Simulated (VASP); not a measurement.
Input of a VASP 6.6.1 run:

INCAR

```
SYSTEM = BaTiO3
ALGO = Normal
EDIFF = 1E-7
EDIFFG = -0.005
ENCUT = 600
GGA = PS
IBRION = 2
ISIF = 3
ISMEAR = 0
KPAR = 2
LASPH = .True.
LCHARG = .False.
LREAL = .False.
LWAVE = .False.
NELM = 80
NSW = 90
PREC = Accurate
SIGMA = 0.03
```

The input KPOINTS:

```
k-points
0
Gamma
  7 7 7
  0 0 0
```

POSCAR

```
BaTiO3                                  
1.0
    2.8276207789      1.6325276178      2.3166465961
   -2.8276207789      1.6325276178      2.3166465961
    0.0000000000     -3.2650552358      2.3166465961
  Ba              Ti              O             
     1     1     3
Direct
     0.9981727008882832    0.9981727008882832    0.9981727008882832
     0.4859709633038062    0.4859709633038062    0.4859709633038062
     0.5093510632677866    0.5093510632677866    0.0163542092723353
     0.0163542092723353    0.5093510632677866    0.5093510632677866
     0.5093510632677866    0.0163542092723353    0.5093510632677866
```

Potentials or basis: VASP PAW PBE potentials, release 64 (Ba_sv, Ti_sv, O).

The run is started by

```console
$ cat potpaw_PBE.64/Ba_sv/POTCAR potpaw_PBE.64/Ti_sv/POTCAR potpaw_PBE.64/O/POTCAR > POTCAR
$ mpirun -np 2 vasp_std > vasp.out
```

Problem. What does it give for the relaxed volume?

Solution. 12.84 Å³/atom.

Problem. Estimate the band gap on the k mesh.

Solution. 2.33 eV, indirect (least direct gap 2.65 eV).

Problem. Estimate the space group after relaxing (to 0.05 Å).

Solution. R3m (No. 160).

Problem. Estimate the relaxed cell.

Solution. a = 4.004 Å, b = 4.004 Å, c = 4.004 Å, α = 89.85°, β = 89.85°, γ = 89.85°.

Final structure:
```
Ba Ti O
1.0
     2.82762    1.63253    2.31763
    -2.82762    1.63253    2.31763
     0.00000   -3.26505    2.31763
Ba Ti O
1 1 3
Direct
  0.99803 0.99803 0.99803
  0.48597 0.48597 0.48597
  0.50930 0.50930 0.01660
  0.01660 0.50930 0.50930
  0.50930 0.01660 0.50930
```

Caveat: the PAW data sets were made with another functional, which shifts forces and pressure a little; spin-orbit coupling is left out, which moves the levels of the heavy elements; an odd mesh through Γ misses points on the zone boundary, where band edges often lie. A hybrid or GW would open this gap; PBEsol tends to underestimate it.
